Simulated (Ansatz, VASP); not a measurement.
# Si: VASP beside Ansatz

```xyz
2
Lattice="0.0000 2.7221 2.7221 2.7221 0.0000 2.7221 2.7221 2.7221 0.0000" Properties=species:S:1:pos:R:3 pbc="T T T"
Si    0.0000    0.0000    0.0000
Si    1.3611    1.3611    1.3611
```

The cell was built by a generator and needn't be a form met in nature.

Alike in both runs: task single point; functional PBE; k mesh 6 × 6 × 6; no spin polarisation.

```csv
,VASP,Ansatz
version,VASP 6.6.1,Ansatz 0.2.0
potentials or method,"VASP PAW PBE potentials, release 64 (Si)","plane waves, PAW"
plane-wave cutoff (eV),520,420
occupations,"gaussian, width 0.01 eV",fixed
valence electrons in the cell,8,8
```

```csv
,VASP,Ansatz,Ansatz less VASP
gap on the k mesh at the Fermi level (eV),0.72,0.72,-0.002
pressure (GPa),1.3,1.4,+0.08
```

A k mesh can miss the band edges. As with any semilocal functional, this PBE gap is likely too small.
